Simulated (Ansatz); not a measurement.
# Two-dimensional strain map in ZnS

These are results of DFT PBE, scalar-relativistic, plane waves, PAW in Ansatz, not measurements. The runs took a 420 eV cutoff, a Γ-centred 12×12×4 mesh and Gaussian smearing (0.05 eV). No spin polarisation. Energies are free energies at this smearing, counted from the undisturbed cell; pressure is positive in compression.

The starting cell (relaxed at this level):

```
CELL_PARAMETERS angstrom
3.84549 0.00000 0.00000
-1.92275 3.33029 0.00000
0.00000 0.00000 6.30533
ATOMIC_POSITIONS crystal
Zn 0.33333 0.66667 0.00522
Zn 0.66667 0.33333 0.50522
S 0.33333 0.66667 0.37978
S 0.66667 0.33333 0.87978
```

The cell is strained by p along both x and y and by q along z, fractional coordinates fixed. Points are written (p, q).

Energy above the undisturbed cell in meV/atom (a dash: not computed):

```csv
p \ q,-0.080,-0.040,0.000,0.040,0.080
-0.080,334.2,236.9,190.7,179.0,190.4
-0.040,152.2,–,?,–,–
0.000,?,–,0.0,–,48.8
0.080,153.6,–,112.3,–,?
```

(1) Fill in the withheld energies.

Answers

(1) (-0.040, 0.000): 41.4; (0.000, -0.080): 84.3; (0.080, 0.080): 193.0.